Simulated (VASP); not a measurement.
# Silicene and its bilayer, part 5 of 8

What are the lattice, gap and band positions of silicene, and what does a second sheet change?

VASP 6.6.1; r2SCAN with rVV10; plane waves and PAW (Si).

So far. Step 6 (The slab in a field, field 0.1): Energy at zero smearing: -15.80817 eV.

## (7) A rigid stacking

System of this step: bilayer of silicene. The cell holds 4 atoms: 4 Si. Its edges and angles: a = 3.854 Å, b = 3.854 Å, c = 20.848 Å, α = 90.0°, β = 90.0°, γ = 120.0°. upper sheet same orientation, shifted by (0.00, 0.00). Vacuum lies along c.

Two rigid sheets are set at a typed distance in several high-symmetry stackings, to find where to start. The upper sheet is shifted or turned in the plane and never flipped over.

File INCAR:

```
SYSTEM = Si
PREC = Normal
ENCUT = 350
EDIFF = 1E-05
NELM = 120
ISMEAR = 0
SIGMA = 0.03
LREAL = .FALSE.
ALGO = Normal
METAGGA = R2SCAN
LUSE_VDW = .TRUE.
IVDW_NL = 2
BPARAM = 11.95
CPARAM = 0.0093
LASPH = .TRUE.
NBANDS = 14
LORBIT = 11
LWAVE = .FALSE.
LCHARG = .FALSE.
KPAR = 4
IDIPOL = 3
LDIPOL = .TRUE.
DIPOL = 0.5 0.5 0.5
```

File POSCAR:

```
Si
1.0
    3.8540428162      0.0000000000      0.0000000000
   -1.9270214081      3.3376989861      0.0000000000
    0.0000000000      0.0000000000     20.8482477816
Si
4
Direct
    0.3333333300      0.6666666700      0.4077081200
    0.6666666700      0.3333333300      0.4256532200
    0.3333333300      0.6666666700      0.5743467800
    0.6666666700      0.3333333300      0.5922918800
```

File KPOINTS:

```
Automatic mesh
0
Gamma
9 9 1
0 0 0
```

PAW data sets: Si (PBE family, release 64).

On the command line:

```bash
> mpirun -np 4 vasp_std
```

Log:

```text
[banner, memory and clock lines left out]
running    4 mpi-ranks, on    1 nodes
 distrk:  each k-point on    1 cores,    4 groups
 distr:  one band on    1 cores,    1 groups

 POSCAR found type information on POSCAR Si
 POSCAR found :  1 types and       4 ions
 [... a notice as in an earlier step ...]

 [... a notice as in an earlier step ...]

 LDA part: xc-table for (None), standard interpolation
 POSCAR, INCAR and KPOINTS ok, starting setup
 FFT: planning ... GRIDC
 FFT: planning ... GRID_SOFT
 FFT: planning ... GRID
 WAVECAR not read
 entering main loop
       N       E                     dE             d eps       ncg     rms          rms(c)
Total rVV10 correction in eV:      0.4751173    21.4727928
Total rVV10 correction in eV:      0.4751173    21.4727928
Total rVV10 correction in eV:      0.4751173    21.4727928
Total rVV10 correction in eV:      0.4751173    21.4727928
DAV:   1     0.458798402369E+02    0.45880E+02   -0.40153E+03   336   0.586E+02
DAV:   2    -0.291255359779E+02   -0.75005E+02   -0.69606E+02   500   0.123E+02
DAV:   3    -0.342627442933E+02   -0.51372E+01   -0.50702E+01   426   0.338E+01
DAV:   4    -0.343975800928E+02   -0.13484E+00   -0.13463E+00   462   0.746E+00
DAV:   5    -0.344038351563E+02   -0.62551E-02   -0.62538E-02   518   0.152E+00    0.840E+00
Total rVV10 correction in eV:      0.4796112    21.4743337
Total rVV10 correction in eV:      0.4796112    21.4743337
Total rVV10 correction in eV:      0.4796112    21.4743337
Total rVV10 correction in eV:      0.4796112    21.4743337
DAV:   6    -0.317893435777E+02    0.26145E+01   -0.25966E-01   408   0.329E+00    0.563E+00
Total rVV10 correction in eV:      0.4968823    21.4769671
Total rVV10 correction in eV:      0.4968823    21.4769671
Total rVV10 correction in eV:      0.4968823    21.4769671
Total rVV10 correction in eV:      0.4968823    21.4769671
DAV:   7    -0.317134125676E+02    0.75931E-01   -0.54114E-01   450   0.369E+00    0.661E-01
Total rVV10 correction in eV:      0.4957526    21.4762328
Total rVV10 correction in eV:      0.4957526    21.4762328
Total rVV10 correction in eV:      0.4957526    21.4762328
Total rVV10 correction in eV:      0.4957526    21.4762328
DAV:   8    -0.317078889097E+02    0.55237E-02   -0.49150E-02   440   0.126E+00    0.455E-01
Total rVV10 correction in eV:      0.4982806    21.4756387
Total rVV10 correction in eV:      0.4982806    21.4756387
Total rVV10 correction in eV:      0.4982806    21.4756387
Total rVV10 correction in eV:      0.4982806    21.4756387
DAV:   9    -0.317099522618E+02   -0.20634E-02   -0.38557E-03   486   0.402E-01    0.943E-02
Total rVV10 correction in eV:      0.4988905    21.4752315
Total rVV10 correction in eV:      0.4988905    21.4752315
Total rVV10 correction in eV:      0.4988905    21.4752315
Total rVV10 correction in eV:      0.4988905    21.4752315
DAV:  10    -0.317105968119E+02   -0.64455E-03   -0.22901E-04   452   0.900E-02    0.754E-02
Total rVV10 correction in eV:      0.5013351    21.4739981
Total rVV10 correction in eV:      0.5013351    21.4739981
Total rVV10 correction in eV:      0.5013351    21.4739981
Total rVV10 correction in eV:      0.5013351    21.4739981
DAV:  11    -0.317123755093E+02   -0.17787E-02   -0.14130E-03   372   0.178E-01    0.909E-02
Total rVV10 correction in eV:      0.5013294    21.4738523
Total rVV10 correction in eV:      0.5013294    21.4738523
Total rVV10 correction in eV:      0.5013294    21.4738523
Total rVV10 correction in eV:      0.5013294    21.4738523
DAV:  12    -0.317125110149E+02   -0.13551E-03   -0.35142E-05   438   0.379E-02    0.509E-02
Total rVV10 correction in eV:      0.5022984    21.4729581
Total rVV10 correction in eV:      0.5022984    21.4729581
Total rVV10 correction in eV:      0.5022984    21.4729581
Total rVV10 correction in eV:      0.5022984    21.4729581
DAV:  13    -0.317133877945E+02   -0.87678E-03   -0.47210E-04   372   0.919E-02    0.600E-03
Total rVV10 correction in eV:      0.5024237    21.4728548
Total rVV10 correction in eV:      0.5024237    21.4728548
Total rVV10 correction in eV:      0.5024237    21.4728548
Total rVV10 correction in eV:      0.5024237    21.4728548
DAV:  14    -0.317134943872E+02   -0.10659E-03   -0.21968E-05   440   0.276E-02    0.628E-03
Total rVV10 correction in eV:      0.5025287    21.4727825
Total rVV10 correction in eV:      0.5025287    21.4727825
Total rVV10 correction in eV:      0.5025287    21.4727825
Total rVV10 correction in eV:      0.5025287    21.4727825
DAV:  15    -0.317135759745E+02   -0.81587E-04   -0.95266E-05   348   0.484E-02    0.468E-03
Total rVV10 correction in eV:      0.5026019    21.4727850
Total rVV10 correction in eV:      0.5026019    21.4727850
Total rVV10 correction in eV:      0.5026019    21.4727850
Total rVV10 correction in eV:      0.5026019    21.4727850
DAV:  16    -0.317136328989E+02   -0.56924E-04   -0.76522E-05   408   0.339E-02    0.255E-03
Total rVV10 correction in eV:      0.5026276    21.4727975
Total rVV10 correction in eV:      0.5026276    21.4727975
Total rVV10 correction in eV:      0.5026276    21.4727975
Total rVV10 correction in eV:      0.5026276    21.4727975
DAV:  17    -0.317136549651E+02   -0.22066E-04   -0.62614E-06   412   0.132E-02    0.781E-04
Total rVV10 correction in eV:      0.5026420    21.4728205
Total rVV10 correction in eV:      0.5026420    21.4728205
Total rVV10 correction in eV:      0.5026420    21.4728205
Total rVV10 correction in eV:      0.5026420    21.4728205
DAV:  18    -0.317136843428E+02   -0.29378E-04   -0.25924E-06   330   0.927E-03    0.119E-03
Total rVV10 correction in eV:      0.5026488    21.4728114
Total rVV10 correction in eV:      0.5026488    21.4728114
Total rVV10 correction in eV:      0.5026488    21.4728114
Total rVV10 correction in eV:      0.5026488    21.4728114
DAV:  19    -0.317137074267E+02   -0.23084E-04   -0.15100E-06   324   0.547E-03    0.476E-04
Total rVV10 correction in eV:      0.5026470    21.4728076
Total rVV10 correction in eV:      0.5026470    21.4728076
Total rVV10 correction in eV:      0.5026470    21.4728076
Total rVV10 correction in eV:      0.5026470    21.4728076
DAV:  20    -0.317137147620E+02   -0.73353E-05   -0.41950E-07   336   0.323E-03
Total rVV10 correction in eV:      0.5026477    21.4727994
Total rVV10 correction in eV:      0.5026477    21.4727994
Total rVV10 correction in eV:      0.5026477    21.4727994
Total rVV10 correction in eV:      0.5026477    21.4727994
Total rVV10 correction in eV:      0.5026470    21.4728008
Total rVV10 correction in eV:      0.5026470    21.4728008
Total rVV10 correction in eV:      0.5026470    21.4728008
Total rVV10 correction in eV:      0.5026470    21.4728008
   1 F= -.31713715E+02 E0= -.31713646E+02  d E =-.136553E-03
```

It took 40 s on 4 MPI ranks of AMD EPYC 9R45, shared host; peak memory 1.1 GiB; 2.6 min of CPU time.

Parts of OUTCAR (step 7):

```text
   k-points           NKPTS =     12   k-points in BZ     NKDIM =     12   number of bands    NBANDS=     14

   ENCUT  =  350.0 eV  25.72 Ry    5.07 a.u.   5.88  5.88 31.80*2*pi/ulx,y,z

   NELECT =      16.0000    total number of electrons

 E-fermi :  -1.7185

 k-point     1 :       0.0000    0.0000    0.0000
  band No.  band energies     occupation
    ...
      4      -3.7246      2.00000
      5      -3.3244      2.00000
      6      -3.3244      2.00000
      7      -3.0025      2.00000
      8      -3.0025      2.00000
      9       0.0584      0.00000
     10       0.9849      0.00000
     11       1.2161      0.00000
     12       1.2161      0.00000
     13       1.6041      0.00000
    ...

  Total        0.2702582      0.2702582     -0.4109885      0.0000000      0.0000000      0.0000000
  in kB        1.6145674      1.6145674     -2.4553135      0.0000000      0.0000000      0.0000000
  external PRESSURE =       0.2579404 kB  Pullay stress =       0.0000000 kB

 POSITION                                       TOTAL-FORCE (eV/Angst)
 -----------------------------------------------------------------------------------
     -0.00000      2.22513      8.50000        -0.000000     -0.000000     -0.136672
      1.92702      1.11257      8.87412        -0.000000     -0.000000      0.293828
     -0.00000      2.22513     11.97412         0.000000      0.000000     -0.293828
      1.92702      1.11257     12.34825         0.000000      0.000000      0.136672
 -----------------------------------------------------------------------------------
    total drift:                               -0.000000      0.000000     -0.000000

  FREE ENERGIE OF THE ION-ELECTRON SYSTEM (eV)
  ---------------------------------------------------
  free  energy   TOTEN  =       -31.7137147620 eV

  energy  without entropy=      -31.7135782087  energy(sigma->0) =      -31.71364649

 vacuum level on the upper side and lower side of the slab         3.334         3.334

[... 2 parts as in an earlier step ...]

[... 14 further parts left out ...]
```

The gap is read on the k-mesh alone, so it is an upper bound where the band edges lie off the mesh.

This step gave:

```
electronic cycles              : 20
electrons                      : 16
free energy (TOTEN)            : -31.71 eV
energy at zero smearing        : -31.71 eV
Fermi energy                   : -1.718 eV
metallic                       : no
dipole moment                  : 0, 0, 0 e·Å
gap on the k-mesh              : 0.1023 eV
least direct gap on the k-mesh : 0.1023 eV
```

Force by atom:

| atom | x (eV/Å) | y (eV/Å) | z (eV/Å) | size |
| --- | --- | --- | --- | --- |
| Si1 | 0.000 | 0.000 | -0.137 | 0.137 |
| Si2 | 0.000 | 0.000 | 0.294 | 0.294 |
| Si3 | 0.000 | 0.000 | -0.294 | 0.294 |
| Si4 | 0.000 | 0.000 | 0.137 | 0.137 |

Energy at zero smearing: -31.71365 eV.

## (8) A rigid stacking

INCAR is that of step 7.

POSCAR: that of step 7 with these lines changed.

```diff
@@ -10,3 +10,3 @@
     0.6666666700      0.3333333300      0.4256532200
-    0.3333333300      0.6666666700      0.5743467800
-    0.6666666700      0.3333333300      0.5922918800
+    0.6666666700      0.3333333300      0.5743467800
+    0.0000000000      1.0000000000      0.5922918800
```

KPOINTS is that of step 7.

On the command line:

```bash
> mpirun -np 4 vasp_std
```

Log:

```text
[... set-up lines as in an earlier step ...]
 entering main loop
       N       E                     dE             d eps       ncg     rms          rms(c)
Total rVV10 correction in eV:      0.4754119    21.4727919
Total rVV10 correction in eV:      0.4754119    21.4727919
Total rVV10 correction in eV:      0.4754119    21.4727919
Total rVV10 correction in eV:      0.4754119    21.4727919
DAV:   1     0.461246637206E+02    0.46125E+02   -0.40566E+03   336   0.591E+02
DAV:   2    -0.291535346311E+02   -0.75278E+02   -0.69020E+02   458   0.123E+02
DAV:   3    -0.345300011811E+02   -0.53765E+01   -0.53013E+01   450   0.348E+01
DAV:   4    -0.346826044413E+02   -0.15260E+00   -0.15214E+00   472   0.789E+00
DAV:   5    -0.346896052852E+02   -0.70008E-02   -0.69984E-02   506   0.160E+00    0.845E+00
Total rVV10 correction in eV:      0.4802262    21.4745078
Total rVV10 correction in eV:      0.4802262    21.4745078
Total rVV10 correction in eV:      0.4802262    21.4745078
Total rVV10 correction in eV:      0.4802262    21.4745078
[...]
Total rVV10 correction in eV:      0.5045959    21.4728085
DAV:  18    -0.320431374557E+02   -0.51904E-04   -0.43397E-06   360   0.102E-02    0.113E-03
Total rVV10 correction in eV:      0.5045865    21.4728198
Total rVV10 correction in eV:      0.5045865    21.4728198
Total rVV10 correction in eV:      0.5045865    21.4728198
Total rVV10 correction in eV:      0.5045865    21.4728198
DAV:  19    -0.320431502059E+02   -0.12750E-04   -0.74522E-07   348   0.487E-03    0.758E-04
Total rVV10 correction in eV:      0.5045862    21.4728024
Total rVV10 correction in eV:      0.5045862    21.4728024
Total rVV10 correction in eV:      0.5045862    21.4728024
Total rVV10 correction in eV:      0.5045862    21.4728024
DAV:  20    -0.320431589935E+02   -0.87875E-05   -0.64965E-07   282   0.450E-03
Total rVV10 correction in eV:      0.5045861    21.4727990
Total rVV10 correction in eV:      0.5045861    21.4727990
Total rVV10 correction in eV:      0.5045861    21.4727990
Total rVV10 correction in eV:      0.5045861    21.4727990
Total rVV10 correction in eV:      0.5045858    21.4728002
Total rVV10 correction in eV:      0.5045858    21.4728002
Total rVV10 correction in eV:      0.5045858    21.4728002
Total rVV10 correction in eV:      0.5045858    21.4728002
   1 F= -.32043159E+02 E0= -.32042741E+02  d E =-.835836E-03
```

Wall time 40 s (4 MPI ranks); peak memory 1.1 GiB.

OUTCAR, selected parts (step 8):

```text
  Total        0.4187255      0.4187255     -0.5637331     -0.0000000      0.0000000      0.0000000
  in kB        2.5015355      2.5015355     -3.3678354     -0.0000000      0.0000000      0.0000000
  external PRESSURE =       0.5450786 kB  Pullay stress =       0.0000000 kB

 POSITION                                       TOTAL-FORCE (eV/Angst)
 -----------------------------------------------------------------------------------
     -0.00000      2.22513      8.50000         0.000000      0.000000     -0.337943
      1.92702      1.11257      8.87412        -0.000000      0.000000      0.593308
      1.92702      1.11257     11.97412         0.000000     -0.000000     -0.593308
      0.00000      0.00000     12.34825        -0.000000      0.000000      0.337943
 -----------------------------------------------------------------------------------
    total drift:                               -0.000000      0.000000      0.000001

  FREE ENERGIE OF THE ION-ELECTRON SYSTEM (eV)
  ---------------------------------------------------
  free  energy   TOTEN  =       -32.0431589935 eV

  energy  without entropy=      -32.0423231570  energy(sigma->0) =      -32.04274108

[... 2 parts as in an earlier step ...]

[... 1 further part left out ...]
[key lines of the parts left out:]
E-fermi :  -1.6629
```

Energy at zero smearing: -32.04274 eV.

## (9) A rigid stacking

INCAR is that of step 8.

POSCAR: that of step 8 with these lines changed.

```diff
@@ -10,3 +10,3 @@
     0.6666666700      0.3333333300      0.4256532200
-    0.6666666700      0.3333333300      0.5743467800
-    0.0000000000      1.0000000000      0.5922918800
+    1.0000000000      0.0000000000      0.5743467800
+    0.3333333300      0.6666666700      0.5922918800
```

KPOINTS is that of step 8.

On the command line:

```bash
> mpirun -np 4 vasp_std
```

Log:

```text
[... set-up lines as in an earlier step ...]
 entering main loop
       N       E                     dE             d eps       ncg     rms          rms(c)
Total rVV10 correction in eV:      0.4740142    21.4727908
Total rVV10 correction in eV:      0.4740142    21.4727908
Total rVV10 correction in eV:      0.4740142    21.4727908
Total rVV10 correction in eV:      0.4740142    21.4727908
DAV:   1     0.466497440370E+02    0.46650E+02   -0.40500E+03   336   0.590E+02
DAV:   2    -0.292932766176E+02   -0.75943E+02   -0.71548E+02   502   0.122E+02
DAV:   3    -0.343305093905E+02   -0.50372E+01   -0.49807E+01   432   0.336E+01
DAV:   4    -0.344623661350E+02   -0.13186E+00   -0.13162E+00   474   0.733E+00
DAV:   5    -0.344675904840E+02   -0.52243E-02   -0.52235E-02   536   0.137E+00    0.839E+00
Total rVV10 correction in eV:      0.4778929    21.4746919
Total rVV10 correction in eV:      0.4778929    21.4746919
Total rVV10 correction in eV:      0.4778929    21.4746919
Total rVV10 correction in eV:      0.4778929    21.4746919
[...]
Total rVV10 correction in eV:      0.5008029    21.4728174
DAV:  18    -0.317887975021E+02   -0.12803E-04   -0.66730E-07   288   0.667E-03    0.892E-04
Total rVV10 correction in eV:      0.5008125    21.4728135
Total rVV10 correction in eV:      0.5008125    21.4728135
Total rVV10 correction in eV:      0.5008125    21.4728135
Total rVV10 correction in eV:      0.5008125    21.4728135
DAV:  19    -0.317888400177E+02   -0.42516E-04   -0.36443E-06   346   0.876E-03    0.732E-04
Total rVV10 correction in eV:      0.5008120    21.4728103
Total rVV10 correction in eV:      0.5008120    21.4728103
Total rVV10 correction in eV:      0.5008120    21.4728103
Total rVV10 correction in eV:      0.5008120    21.4728103
DAV:  20    -0.317888437960E+02   -0.37783E-05   -0.21768E-07   282   0.306E-03
Total rVV10 correction in eV:      0.5008107    21.4727981
Total rVV10 correction in eV:      0.5008107    21.4727981
Total rVV10 correction in eV:      0.5008107    21.4727981
Total rVV10 correction in eV:      0.5008107    21.4727981
Total rVV10 correction in eV:      0.5008073    21.4727998
Total rVV10 correction in eV:      0.5008073    21.4727998
Total rVV10 correction in eV:      0.5008073    21.4727998
Total rVV10 correction in eV:      0.5008073    21.4727998
   1 F= -.31788844E+02 E0= -.31788426E+02  d E =-.835836E-03
```

Wall time 40 s (4 MPI ranks); peak memory 1.1 GiB.

OUTCAR, selected parts (step 9):

```text
  Total       -0.0498589     -0.0498589      0.6992189      0.0000000      0.0000000      0.0000000
  in kB       -0.2978653     -0.2978653      4.1772502      0.0000000      0.0000000      0.0000000
  external PRESSURE =       1.1938399 kB  Pullay stress =       0.0000000 kB

 POSITION                                       TOTAL-FORCE (eV/Angst)
 -----------------------------------------------------------------------------------
     -0.00000      2.22513      8.50000        -0.000000      0.000000     -0.156488
      1.92702      1.11257      8.87412         0.000000     -0.000000     -0.041538
      0.00000      0.00000     11.97412        -0.000000      0.000000      0.041538
     -0.00000      2.22513     12.34825         0.000000     -0.000000      0.156488
 -----------------------------------------------------------------------------------
    total drift:                                0.000000     -0.000000     -0.000001

  FREE ENERGIE OF THE ION-ELECTRON SYSTEM (eV)
  ---------------------------------------------------
  free  energy   TOTEN  =       -31.7888437960 eV

  energy  without entropy=      -31.7880079596  energy(sigma->0) =      -31.78842588

[... 2 parts as in an earlier step ...]

[... 1 further part left out ...]
[key lines of the parts left out:]
E-fermi :  -1.7145
```

Energy at zero smearing: -31.78843 eV.

(Part 5 of 8 ends here.)

[Lines on the potential files, build, host, timing and source positions are cut from VASP's logs without a mark.]

[Logs are printed without paths, hosts, clocks, repeated set-up lines and the standing remarks that a program may print on its own settings, such as how far it seeks lower states.]

[Hosts, paths, dates, database ids (printed as entryN), source tags and the programs' standing remarks are cut or masked in the printed files.]

[Runs that stopped without an error message from VASP are left out.]
